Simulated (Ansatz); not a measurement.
Symmetry broken, then relaxed in HfO₂

Theory: Ansatz 0.2.0, DFT PBE, scalar-relativistic, plane waves, PAW. Cutoff 420 eV, Γ-centred 8×8×8 k-points, Gaussian smearing of 0.05 eV. Spin–orbit coupling is left out, which can shift energies with elements as heavy as these. No spin polarisation. Energies are free energies at this smearing, counted from the undisturbed cell; pressure is positive in compression.

The undisturbed cell (relaxed at this level; this fluorite-type form isn't the usual structure):

```
Hf O
1.0
     0.00000    2.54881    2.54881
     2.54881    0.00000    2.54881
     2.54881    2.54881    0.00000
Hf O
1 2
Cartesian
  0.0000 0.0000 0.0000
  1.2744 1.2744 1.2744
  3.8232 3.8232 3.8232
```

The atoms are displaced (Å, in the unstrained cell):

```csv
atom,ux,uy,uz
Hf1,-0.237,0.057,0.057
O2,-0.237,0.057,0.057
O3,0.473,-0.114,-0.115
```

Cell and atoms are then relaxed.

**Question.** Does the relaxation return to the undisturbed structure?

**Answer.** Yes (up to a choice of domain or origin): same space group and volume, and an energy -0.1 meV/atom from it. The disturbance itself cost 1492.7 meV/atom. The final space group reads Fm-3m (tolerance 0.05 Å) and the volume changes by 0.01 %.

Final structure:

```
Hf O
1.0
     0.00000    2.54885    2.54885
     2.54885   -0.00003    2.54888
     2.54885    2.54888   -0.00003
Hf O
1 2
Direct
  0.99999 0.99999 0.99999
  0.25000 0.25001 0.25001
  0.75001 0.75000 0.75000
```

The relaxation, step by step (energy from the first step; small jumps at an unchanged geometry come where the plane waves are selected anew for the new cell):

| step | ΔE (meV/atom) | largest force component (eV/Å) | pressure (GPa) |
| --- | --- | --- | --- |
| 1 | 0.0 | 12.239 | 56.71 |
| 2 | -1082.9 | 5.027 | 12.20 |
| 3 | -1392.7 | 2.138 | 8.92 |
| 4 | -1490.0 | 0.032 | -2.24 |
| 5 | -1492.6 | 0.002 | 0.06 |
| 6 | -1492.5 | 0.000 | 0.00 |
| 7 | -1492.7 | 0.000 | -0.45 |
| 8 | -1492.8 | 0.000 | -0.01 |
| 9 | -1492.8 | 0.000 | -0.02 |